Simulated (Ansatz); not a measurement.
# Dielectric response of NaCl (001) films, part 4 of 5

Aim: the electronic and static ε of rocksalt NaCl (001) from films of three thicknesses in a field.

Ansatz 0.2.0; plane-wave DFT, PBE, Ansatz PAW (the session's first sound run).

So far. Step 17 (Response with the atoms relaxed, 10 atoms, units 5): The induced dipole is that of a conductor 13.04 Å thick. Step 18 (Relaxation, 16 atoms, units 8): The gap is 5.04 eV, with the valence edge 6.75 eV and the conduction edge 1.71 eV under the upper vacuum level.

### 19. The series together

Times are for 4 threads of Arm Neoverse V1, shared host. Results by setting:

| no. | units | gap by band count (eV) | ionisation energy, upper face (eV) | electron affinity, upper face (eV) | time | memory (GiB) |
| --- | --- | --- | --- | --- | --- | --- |
| 1 | 3 | 5.016 | 6.738 | 1.722 | 12 s | 0.64 |
| 2 | 5 | 5.031 | 6.751 | 1.720 | 31 s | 0.87 |
| 3 | 8 | 5.037 | 6.749 | 1.712 | 78 s | 1.4 |

The valence density, planar mean (3) oscillates, so the rows of the table below give means over windows of 1 Å about each position, cut where the curve ends. Its maxima inside the range that stand out by 2 % of the span (Å: e/Å³): 9.0: 1.02, 11.8: 1.02, 14.6: 1.02. Its minima: 10.3: 0.0444, 13.3: 0.0444.

The runs together. Table of valence density, planar mean by z; means over each step:

| z (Å) | 3 (e/Å³) | 5 (e/Å³) | 8 (e/Å³) |
| --- | --- | --- | --- |
| 5 | 1.7e-5 | 2.0e-5 | 2.4e-5 |
| 6 | 3.3e-4 | 3.8e-4 | 4.5e-4 |
| 7 | 0.00660 | 0.00779 | 0.00935 |
| 8 | 0.136 | 0.156 | 0.184 |
| 9 | 0.747 | 0.737 | 0.730 |
| 10 | 0.122 | 0.112 | 0.0928 |
| 11 | 0.218 | 0.256 | 0.304 |
| 12 | 0.709 | 0.676 | 0.637 |
| 13 | 0.0858 | 0.0817 | 0.0746 |
| 14 | 0.350 | 0.353 | 0.405 |
| 15 | 0.595 | 0.596 | 0.547 |
| 16 | 0.0469 | 0.0676 | 0.0665 |
| 17 | 0.00223 | 0.462 | 0.530 |
| 18 | 1.2e-4 | 0.491 | 0.422 |
| 19 | 6.0e-6 | 0.0656 | 0.0716 |
| 20 | 0 | 0.623 | 0.635 |
| 21 | 0 | 0.323 | 0.308 |
| 22 | 0 | 0.0186 | 0.0908 |
| 23 | 0 | 8.9e-4 | 0.715 |

### 20. Single point on the relaxed film, 16 atoms, units 8

The next thickness, treated alike, so that differences show the interior and the faces cancel.

The input, input.yaml:

```yaml
crystal:
  lattice:
    - [3.98808225, 0.0, 0.0]
    - [0.0, 3.98808225, 0.0]
    - [0.0, 0.0, 37.74]
  atoms:
    - { symbol: Na, position: [0.5, 0.5, 0.2364982831] }
    - { symbol: Cl, position: [0.0, 0.0, 0.2335078874] }
    - { symbol: Na, position: [0.0, 0.0, 0.3097787957] }
    - { symbol: Cl, position: [0.5, 0.5, 0.3106994054] }
    - { symbol: Na, position: [0.5, 0.5, 0.3863953966] }
    - { symbol: Cl, position: [0.0, 0.0, 0.3861372443] }
    - { symbol: Na, position: [0.0, 0.0, 0.4620170341] }
    - { symbol: Cl, position: [0.5, 0.5, 0.4621057224] }
    - { symbol: Na, position: [0.5, 0.5, 0.5379829671] }
    - { symbol: Cl, position: [0.0, 0.0, 0.5378942761] }
    - { symbol: Na, position: [0.0, 0.0, 0.6136046038] }
    - { symbol: Cl, position: [0.5, 0.5, 0.6138627561] }
    - { symbol: Na, position: [0.5, 0.5, 0.6902212052] }
    - { symbol: Cl, position: [0.0, 0.0, 0.6893005919] }
    - { symbol: Na, position: [0.0, 0.0, 0.7635017182] }
    - { symbol: Cl, position: [0.5, 0.5, 0.7664921127] }
kpoints:
  mp_grid: { grid: [8, 8, 1] }
hamiltonian:
  xc: pbe
scf:
  occupations: { method: fixed }
  convergence: { dr2_threshold: 1.0e-09 }
efield:
  axis: 3
  dipole_correction: true
  ramp_position: 0.97
  ramp_width: 0.06
output:
  eigenvalues: true
  dos: { projected: true, e_range: [-7, 7] }
  write_potential: true
  write_density: true
  volumetric_format: npy
checkpoint:
  write: end8.run
  compress: false
  write_wavefunctions: false
```

Run with:

```bash
ansatz run input.yaml --threads 4 --pin off --max-ram 8192MiB --backend cpu --events-out ev --progress --plain --runs-dir out
```

Numbers of over 12 decimals in the logs are rounded to 6 here.

Output:

```text
[...]
Crystal: 16 atoms, lattice volume = 600.247 Å³
Basis set: ecut = 420 eV, 11759 PW (Γ)
Bands: 80, of which v1, the nominal top of the filled ones, is band 64 counted from 1 (63 counted from 0)
Symmetry: 8 space group operations
k-points: 15 of 64
[...]
k-point 1: bands = [... 60 lower, -2.1102, -2.0829, -2.0828, -2.0634, 3.2953, 3.3688, 3.6994, 4.1548, ... 12 higher]
  k-point 2: bands = [... 60 lower, -2.1783, -2.1463, -2.0978, -2.0922, 3.9971, 4.0079, 4.3016, 4.5932, ... 12 higher]
  k-point 14: bands = [... 60 lower, -2.6342, -2.6342, -2.2888, -2.2887, 5.3792, 5.3793, 5.6053, 5.6053, ... 12 higher]
[key lines of the parts left out:]
SCF converged after 7 iterations
Free energy (F): -20556.152301 eV
Fermi energy:    -2.051887 eV
Dipole field:    D = -0.000000 V/Å  (p = -0.000002 e·Å, saw-weighted, corrected)
Work function:   Φ+ = 6.7495 eV   Φ− = 6.7494 eV
```

Elapsed: 26 s, on 4 threads of Arm Neoverse V1, shared host; peak memory 1.5 GiB.

Running mean over 2.82 Å of the planar mean; the ramp of the sawtooth is left out. The electron's electrostatic potential energy less the highest filled level by z:

| z (Å) | electron's electrostatic potential energy less the highest filled level (eV) |
| --- | --- |
| 4 | 6.75 |
| 5 | 6.75 |
| 6 | 6.70 |
| 7 | 5.68 |
| 8 | 1.75 |
| 9 | 1.02 |
| 10 | 1.09 |
| 11 | 0.990 |
| 12 | 0.984 |
| 13 | 1.21 |
| 14 | 1.04 |
| 15 | 1.02 |
| 16 | 1.18 |
| 17 | 1.01 |
| 18 | 1.03 |
| 19 | 1.19 |
| 20 | 1.01 |
| 21 | 1.04 |
| 22 | 1.16 |
| 23 | 1.01 |
| 24 | 1.09 |
| 25 | 1.13 |
| 26 | 0.966 |
| 27 | 1.04 |
| 28 | 1.07 |
| 29 | 1.07 |
| 30 | 2.58 |
| 31 | 6.26 |
| 32 | 6.73 |
| 33 | 6.75 |
| 34 | 6.75 |

The gap is 5.04 eV, with the valence edge 6.75 eV and the conduction edge 1.71 eV under the upper vacuum level.

### 21. Atoms held, 16 atoms, units 8, field 0.1 V/Å

input.yaml, as its differences from that of step 20:

```diff
@@ -28,3 +28,3 @@
   occupations: { method: fixed }
-  convergence: { dr2_threshold: 1.0e-09 }
+  convergence: { dr2_threshold: 1.0e-10 }
 efield:
@@ -34,5 +34,4 @@
   ramp_width: 0.06
+  amplitude: 0.1
 output:
-  eigenvalues: true
-  dos: { projected: true, e_range: [-7, 7] }
   write_potential: true
@@ -40,5 +39 @@
   volumetric_format: npy
-checkpoint:
-  write: end8.run
-  compress: false
-  write_wavefunctions: false
```

Output:

```text
[...]
Crystal: 16 atoms, lattice volume = 600.247 Å³
Basis set: ecut = 420 eV, 11759 PW (Γ)
Bands: 80, of which v1, the nominal top of the filled ones, is band 64 counted from 1 (63 counted from 0)
Symmetry: 8 space group operations
k-points: 15 of 64
[...]
k-point 0: bands = [... 60 lower, -1.9735, -1.8904, -1.7124, -1.7124, 2.6620, 3.2194, 3.5225, 3.9182, ... 12 higher]
  k-point 1: bands = [... 60 lower, -1.9782, -1.9218, -1.8186, -1.7130, 2.9261, 3.5109, 3.7758, 4.1136, ... 12 higher]
  k-point 2: bands = [... 60 lower, -2.0575, -1.9946, -1.8619, -1.7144, 3.5310, 4.1918, 4.4109, 4.5832, ... 12 higher]
  k-point 14: bands = [... 60 lower, -2.4529, -2.4529, -2.4522, -1.8880, 5.0099, 5.4171, 5.6077, 5.7342, ... 12 higher]
[key lines of the parts left out:]
SCF converged after 10 iterations
Free energy (F): -20556.158449 eV
Fermi energy:    -1.712427 eV
Dipole field:    D = 0.037069 V/Å  (p = 0.122966 e·Å, saw-weighted, corrected)
```

It took 29 s on 4 threads; peak memory 1.5 GiB; 1.9 min of CPU time.

The dipole is 0.123 e·Å, and the gap on the mesh 4.374 eV.

### 22. Single point, 16 atoms, units 8, field -0.1 V/Å

input.yaml, as its differences from that of step 21:

```diff
@@ -34,3 +34,3 @@
   ramp_width: 0.06
-  amplitude: 0.1
+  amplitude: -0.1
 output:
```

Output:

```text
[...]
Crystal: 16 atoms, lattice volume = 600.247 Å³
Basis set: ecut = 420 eV, 11759 PW (Γ)
Bands: 80, of which v1, the nominal top of the filled ones, is band 64 counted from 1 (63 counted from 0)
Symmetry: 8 space group operations
k-points: 15 of 64
[...]
k-point 0: bands = [... 60 lower, -1.9735, -1.8904, -1.7124, -1.7124, 2.6620, 3.2194, 3.5225, 3.9185, ... 12 higher]
  k-point 1: bands = [... 60 lower, -1.9782, -1.9218, -1.8186, -1.7130, 2.9260, 3.5109, 3.7759, 4.1140, ... 12 higher]
  k-point 2: bands = [... 60 lower, -2.0576, -1.9946, -1.8619, -1.7144, 3.5309, 4.1918, 4.4110, 4.5835, ... 12 higher]
  k-point 14: bands = [... 60 lower, -2.4530, -2.4530, -2.4522, -1.8880, 5.0098, 5.4170, 5.6077, 5.7342, ... 12 higher]
[key lines of the parts left out:]
SCF converged after 10 iterations
Free energy (F): -20556.158449 eV
Fermi energy:    -1.712441 eV
Dipole field:    D = -0.037070 V/Å  (p = -0.122968 e·Å, saw-weighted, corrected)
```

The job ended after 28 s (4 threads; peak memory 1.5 GiB).

The dipole is -0.123 e·Å, and the gap on the mesh 4.374 eV.

### 23. Response with the atoms held, 16 atoms, units 8

This step: plane-wave DFT, PBE, Ansatz PAW; response to a field along the normal, atoms held (Ansatz 0.2.0).

Local field over the applied field, running mean. From the potentials at -0.1 and 0.1 V/Å; running mean over 2.82 Å, taken twice. The local field over applied field by z:

| z (Å) | local field over applied field |
| --- | --- |
| 4 | 0.997 |
| 5 | 0.982 |
| 6 | 0.910 |
| 7 | 0.750 |
| 8 | 0.559 |
| 9 | 0.431 |
| 10 | 0.394 |
| 11 | 0.397 |
| 12 | 0.401 |
| 13 | 0.401 |
| 14 | 0.401 |
| 15 | 0.401 |
| 16 | 0.401 |
| 17 | 0.401 |
| 18 | 0.401 |
| 19 | 0.401 |
| 20 | 0.401 |
| 21 | 0.401 |
| 22 | 0.401 |
| 23 | 0.400 |
| 24 | 0.401 |
| 25 | 0.401 |
| 26 | 0.400 |
| 27 | 0.396 |
| 28 | 0.397 |
| 29 | 0.455 |
| 30 | 0.606 |
| 31 | 0.799 |
| 32 | 0.937 |
| 33 | 0.989 |

The induced dipole is that of a conductor 13.99 Å thick.

### 24. Relaxing in the field, 16 atoms, units 8, field 0.05 V/Å

This step: plane-wave DFT, PBE, Ansatz PAW (Ansatz 0.2.0).

The same pair of relaxations in the field for this thickness.

input.yaml, as its differences from that of step 22:

```diff
@@ -34,3 +34,6 @@
   ramp_width: 0.06
-  amplitude: -0.1
+  amplitude: 0.05
+relax:
+  f_tol: 0.0006
+  max_steps: 70
 output:
```

Output:

```text
[...]
Crystal: 16 atoms, lattice volume = 600.247 Å³
Basis set: ecut = 420 eV, 11759 PW (Γ), exchange–correlation on 54×54×512 points (8 copies of the dense FFT grid, shifted against one another)
Bands: 80, of which v1, the nominal top of the filled ones, is band 64 counted from 1 (63 counted from 0)
Symmetry: 8 space group operations
k-points: 15 of 64
[...]
- { symbol: Cl, position: [0.5, 0.5, 0.462018] }
    - { symbol: Na, position: [0.5, 0.5, 0.538083] }
    - { symbol: Cl, position: [0, 0.0, 0.537798] }
    - { symbol: Na, position: [0, 0.0, 0.613716] }
    - { symbol: Cl, position: [0.5, 0.5, 0.613769] }
    - { symbol: Na, position: [0.5, 0.5, 0.690312] }
    - { symbol: Cl, position: [0, 0.0, 0.689223] }
    - { symbol: Na, position: [0, 0.0, 0.763635] }
    - { symbol: Cl, position: [0.5, 0.5, 0.766330] }
[key lines of the parts left out:]
SCF converged after 5 iterations
Free energy (F): -20556.154529 eV
Fermi energy:    -2.014691 eV
Dipole field:    D = 0.027050 V/Å  (p = 0.089730 e·Å, saw-weighted, corrected)
```

Run time: 61 s. Hardware: 4 threads; peak memory 1.3 GiB; 4.1 min of CPU time.

The relaxation took 4 steps and lowered the energy by 7.1e-4 eV; the largest force on the free atoms ends at 1.7e-4 eV/Å.

The dipole is 0.0897 e·Å, and the gap on the mesh 4.972 eV.

### 25. Relaxing in the field, 16 atoms, units 8, field -0.05 V/Å

The opposite sign, again from the field-free geometry; the difference of the two cancels what relaxes without a field.

input.yaml, as its differences from that of step 24:

```diff
@@ -34,3 +34,3 @@
   ramp_width: 0.06
-  amplitude: 0.05
+  amplitude: -0.05
 relax:
```

Output:

```text
[...]
Crystal: 16 atoms, lattice volume = 600.247 Å³
Basis set: ecut = 420 eV, 11759 PW (Γ), exchange–correlation on 54×54×512 points (8 copies of the dense FFT grid, shifted against one another)
Bands: 80, of which v1, the nominal top of the filled ones, is band 64 counted from 1 (63 counted from 0)
Symmetry: 8 space group operations
k-points: 15 of 64
[...]
- { symbol: Cl, position: [0.5, 0.5, 0.462202] }
    - { symbol: Na, position: [0.5, 0.5, 0.537878] }
    - { symbol: Cl, position: [0, 0.0, 0.537982] }
    - { symbol: Na, position: [0, 0.0, 0.613502] }
    - { symbol: Cl, position: [0.5, 0.5, 0.613968] }
    - { symbol: Na, position: [0.5, 0.5, 0.690128] }
    - { symbol: Cl, position: [0, 0.0, 0.689368] }
    - { symbol: Na, position: [0, 0.0, 0.763379] }
    - { symbol: Cl, position: [0.5, 0.5, 0.766662] }
[key lines of the parts left out:]
SCF converged after 5 iterations
Free energy (F): -20556.154529 eV
Fermi energy:    -2.014690 eV
Dipole field:    D = -0.027050 V/Å  (p = -0.089730 e·Å, saw-weighted, corrected)
```

It took 61 s on 4 threads; peak memory 1.3 GiB; 4 min of CPU time.

The relaxation took 4 steps and lowered the energy by 7.1e-4 eV; the largest force on the free atoms ends at 1.7e-4 eV/Å.

The dipole is -0.0897 e·Å, and the gap on the mesh 4.972 eV.

### 26. Response with the atoms relaxed, 16 atoms, units 8

This step: plane-wave DFT, PBE, Ansatz PAW; response to a field along the normal, atoms relaxed (Ansatz 0.2.0).

Local field over the applied field, running mean. From the potentials at -0.05 and 0.05 V/Å; running mean over 2.82 Å, taken twice. The local field over applied field by z:

z (Å), local field over applied field and a bar:
```
        4      0.997 ##############################
        5      0.967 #############################
        6      0.815 ########################
        7      0.615 ##################
        8      0.353 #########
        9      0.198 ####
       10      0.081 
       11      0.088 
       12      0.125 #
       13      0.159 ###
       14      0.157 ##
       15      0.142 ##
       16      0.135 ##
       17      0.136 ##
       18      0.143 ##
       19      0.144 ##
       20      0.141 ##
       21      0.136 ##
       22      0.135 ##
       23      0.147 ##
       24      0.153 ##
       25      0.160 ###
       26      0.099 #
       27      0.098 #
       28      0.084 
       29      0.258 ######
       30      0.403 ###########
       31      0.680 ####################
       32      0.848 #########################
       33      0.983 ##############################
```

The induced dipole is that of a conductor 20.42 Å thick.

### 27. Electronic ε from the series

This step: plane-wave DFT, PBE, Ansatz PAW; permittivity from the thickness series, atoms held (Ansatz 0.2.0).

Each added layer adds t(1 − 1/ε) to the dipole term, so the slope against thickness gives ε without a choice of where the film ends.

Numbers from this step:

```yaml
slope: 0.5986
intercept_of_the_fit: 1.948 Å
eps_of_the_interior: 2.491
```

The equivalent conductor thickness by distance between the outer atoms:

| distance between the outer atoms (Å) | equivalent conductor thickness (Å) |
| --- | --- |
| 5.79 | 5.42 |
| 11.53 | 8.85 |
| 20.11 | 14.0 |

By hand, from the thinnest and the thickest film: slope = (13.990 − 5.417) / (20.115 − 5.792) = 0.599, so ε = 1/(1 − 0.599) = 2.49.

### 28. Static ε from the series

This step: plane-wave DFT, PBE, Ansatz PAW; permittivity from the thickness series, atoms relaxed (Ansatz 0.2.0).

The same fit for the relaxed films. The nearer its slope lies to 1, the more ε hangs on small errors.

This step gave:

```
slope                : 0.8546
intercept of the fit : 3.217 Å
ε of the interior    : 6.877
```

Table of equivalent conductor thickness by distance between the outer atoms:

| distance between the outer atoms (Å) | equivalent conductor thickness (Å) |
| --- | --- |
| 5.80 | 8.19 |
| 11.53 | 13.0 |
| 20.11 | 20.4 |

By hand, from the thinnest and the thickest film: slope = (20.417 − 8.185) / (20.115 − 5.796) = 0.854, so ε = 1/(1 − 0.854) = 6.86. One nm of such a film has the capacitance of 3.9/6.86 = 0.57 nm of SiO₂ (its equivalent oxide thickness).

### 29. The bulk crystal

This step: plane-wave DFT, PBE, Ansatz PAW (Ansatz 0.2.0).

System of this step: rocksalt NaCl. Symmetry: Fm-3m, No. 225, cubic system. Conventional cell: a = 5.640 Å, b = 5.640 Å, c = 5.640 Å, α = 90.00°, β = 90.00°, γ = 90.00°. Nearest to Na lie 6 Cl at 2.82 Å. Nearest to Cl lie 6 Na at 2.82 Å. Farther neighbours and most contacts between anions are not listed.

Band edges are better read in the bulk than in a thin slab, where confinement and surface states shift them. The bulk run gives them against its mean potential.

The input, input.yaml:

```yaml
crystal:
  lattice:
    - [0.0, 2.82, 2.82]
    - [2.82, 0.0, 2.82]
    - [2.82, 2.82, 0.0]
  atoms:
    - { symbol: Na, position: [0.0, 0.0, 0.0] }
    - { symbol: Cl, position: [0.5, 0.5, 0.5] }
kpoints:
  mp_grid: { grid: [10, 10, 10] }
  band_path: { path: [VBM, CBM], npoints: 1 }
hamiltonian:
  xc: pbe
scf:
  occupations: { method: fixed }
  convergence: { dr2_threshold: 1.0e-09 }
output:
  eigenvalues: true
checkpoint:
  write: bulk.run
  compress: false
  write_wavefunctions: false
```

Output:

```text
[...]
Crystal: 2 atoms, lattice volume = 44.852 Å³
Basis set: ecut = 420 eV, 893 PW (Γ)
Bands: 12, of which v1, the nominal top of the filled ones, is band 8 counted from 1 (7 counted from 0)
Symmetry: 48 space group operations
[...]
k-points: 47 of 1000
[...]
SCF iter   1: F=—  HF=-2569.552078 eV  |F-HF|=—  |Δ(HF+E_count)|=         —  Δρ=9.64e-4  dr2=5.82e-4  ethr=1.77e-3  ⟨swp⟩=5.0  Hψ=2868  notcnv=0  defer=80
[...]
SCF iter   9: F=-2569.551925 eV  HF=-2569.551925 eV  |F-HF|=4.94e-10  |Δ(HF+E_count)|=   3.41e-9  Δρ=9.77e-7  dr2=6.76e-10  ethr=6.25e-12  ⟨swp⟩=2.2  Hψ=2168  notcnv=0
SCF 1 converged in 9 iterations: F = -2569.551925 eV  dr2 = 6.76e-10
[...]
SCF converged after 9 iterations
Free energy (F): -2569.551925 eV
[...]
Internal energy: -2569.551925 eV  (E = F + TS)
E sigma→0 (E₀):  -2569.551925 eV
Fermi energy:    1.104856 eV
[...]
--- Band table (eV; the first three rows and the last of 47) ---
  k-point 0: bands = [... 4 lower, -11.5514, 1.1049, 1.1049, 1.1049, 6.2122, 12.1382, 12.1382, 12.1382]
  k-point 1: bands = [... 4 lower, -11.5211, 0.8589, 1.0783, 1.0783, 6.5421, 11.7704, 12.2681, 12.2681]
  k-point 2: bands = [... 4 lower, -11.4403, 0.3072, 1.0104, 1.0104, 7.2942, 11.2221, 12.4477, 12.4477]
  k-point 46: bands = [... 4 lower, -11.1545, -0.2360, 0.0869, 0.3682, 9.7151, 10.2776, 11.2772, 12.6984]
```

Run time: 0.84 s. Hardware: 4 threads; peak memory 0.28 GiB; 2.5 s of CPU time.

This step gave:

```yaml
gap_on_the_k_mesh: 5.107 eV
gap_along_the_path: 5.107 eV
smallest_direct_gap_along_the_path: 5.107 eV
gap_the_smaller_of_path_and_mesh: 5.107 eV
```

The gap is 5.11 eV.

### 30. Band edges against the vacuum, levels PBE

This step: plane-wave DFT, PBE, Ansatz PAW; band edges against the vacuum, bulk levels by PBE (Ansatz 0.2.0).

System of this step: NaCl (001), 8 units. The cell holds 16 atoms: 8 Na and 8 Cl. Its edges and angles: a = 3.988 Å, b = 3.988 Å, c = 37.740 Å, α = 90.0°, β = 90.0°, γ = 90.0°. It derives from NaCl (rocksalt NaCl). Vacuum lies along c.

The averaged potential in the middle of the thickest slab ties the bulk's levels to the vacuum level.

The input, align.yaml:

```yaml
surface:
  bulk: { run: bulk.run }
  slab: { run: end8.run, axis: 3 }
  face: plus
  period: 2.82
```

Run with:

```bash
ansatz align-bands align.yaml -- --threads 4 --pin off
```

Output:

```text
plus face
ionisation energy 6.656 eV
electron affinity 1.548 eV
  bulk: levels by pbe on the potential of pbe; from 17.46 to 20.28 Å its average varies by 0.1980 eV and climbs by +0.0000; the bulk's density to 1.55 % (its layers are strained against the bulk's: take a thicker slab or side, or run the bulk at their strain)
  vacuum: slopes by 0.0000 eV/Å; line-up 5.6726 eV
  the slab's own level stands -0.094 eV from the bulk's
  of the slab's run: its band edges are its mesh's, and a band can turn off it. A run with kpoints.band_path: { path: [VBM, CBM], npoints: 1 } finds the zone's; the potential's macroscopic average varies by 0.1980 eV from 17.460 to 20.280 Å, more than 0.03 eV: the crystal is too thin there to have an interior, or the window reaches out of it, or the period is not the layers'
```

Run time: 0.07 s. Hardware: 4 threads.

Numbers from this step:

```
ionisation energy : 6.656 eV
electron affinity : 1.548 eV
slab level shift  : -0.09395 eV
```

Check by hand: ionisation energy less affinity, 6.66 − (1.55) = 5.11 eV, is the bulk gap at this level.

The program warns that the averaged potential varies by 0.20 eV in the slab's middle, which these edges carry as an error.

[end of part 4 of 5]

[Logs are printed without paths, hosts, clocks, repeated set-up lines and the standing remarks that a program may print on its own settings, such as how far it seeks lower states.]

[Hosts, paths, dates, database ids (printed as entryN), source tags and the programs' standing remarks are cut or masked in the printed files.]

[Maps of the electrostatic potential energy from Ansatz leave out the sawtooth potential of an applied field or a dipole correction, so their vacuum need not be flat; planar profiles and work functions include it.]
